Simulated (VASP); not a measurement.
Write the native input for VASP 6.6.1 that does the following.

- Task: single point
- Functional: HSE03
- Potentials or basis: VASP PAW PBE potentials, release 64 (Be)
- Cutoff: 520 eV
- k mesh: 8 × 8 × 8
- Occupations: methfessel-paxton, width 0.1 eV
- Spin: no spin polarisation
- Grid for exact exchange (PRECFOCK): Fast
- Further INCAR settings: ALGO = Normal; EDIFF = 1e-06

The system is Be.

```
CELL_PARAMETERS angstrom
-1.25312 1.25312 1.25312
1.25312 -1.25312 1.25312
1.25312 1.25312 -1.25312
ATOMIC_POSITIONS crystal
Be 0.00000 0.00000 0.00000
```

This isn't the form of Be at room conditions, which is hcp.

These files were run (other wordings do the same):

POSCAR

```
Be
1.0
   -1.2531209513      1.2531209513      1.2531209513
    1.2531209513     -1.2531209513      1.2531209513
    1.2531209513      1.2531209513     -1.2531209513
Be
1
Direct
    0.0000000000      0.0000000000      0.0000000000
```

INCAR.step1

```
PREC     = Accurate       # precision mode
ENCUT    = 520            # plane-wave cutoff, eV
EDIFF    = 1E-5           # SCF threshold, eV
ISMEAR   = 1              # smearing method
SIGMA    = 0.1            # smearing width, eV
LREAL    = False          # projectors in reciprocal space
LASPH    = True           # aspherical terms in the spheres
NELM     = 80             # most SCF steps
ALGO     = Normal         # electronic algorithm
ISIF     = 2              # what is computed and relaxed
LWAVE    = True           # write WAVECAR
LCHARG   = False          # write CHGCAR
GGA      = PE             # functional
```

INCAR.step2

```
PREC     = Accurate       # precision mode
ENCUT    = 520            # plane-wave cutoff, eV
EDIFF    = 1E-6           # SCF threshold, eV
ISMEAR   = 1              # smearing method
SIGMA    = 0.1            # smearing width, eV
LREAL    = False          # projectors in reciprocal space
LASPH    = True           # aspherical terms in the spheres
NELM     = 80             # most SCF steps
ALGO     = Normal         # electronic algorithm
ISIF     = 2              # what is computed and relaxed
LWAVE    = False          # write WAVECAR
LCHARG   = False          # write CHGCAR
GGA      = PE             # functional
LHFCALC  = True           # exact exchange
HFSCREEN = 0.3            # screening, 1/A
PRECFOCK = Fast         
ISTART   = 1
```

KPOINTS

```
regular mesh
0
Gamma
  8 8 8
```

Potentials or basis: VASP PAW PBE potentials, release 64 (Be).

Run with:

```console
$ cat potpaw_PBE.64/Be/POTCAR > POTCAR
$ cp INCAR.step1 INCAR
$ mpirun -np 1 vasp_std > vasp.out
$ cp INCAR.step2 INCAR
$ mpirun -np 1 vasp_std > vasp.out
```

It gave:

```yaml
Pressure: -1.4 GPa
Band_gap_on_the_k_mesh: none (metal or under the smearing width)
```

Caveat: the k mesh is coarse (spacing up to 0.44 Å⁻¹), so the values aren't converged, least of all with exact exchange; the PAW data sets were made with another functional, which shifts forces and pressure a little.

It took 52 s on 1 thread of AMD EPYC 9R45 (Zen 5), on a shared host, peak memory 0.17 GiB.
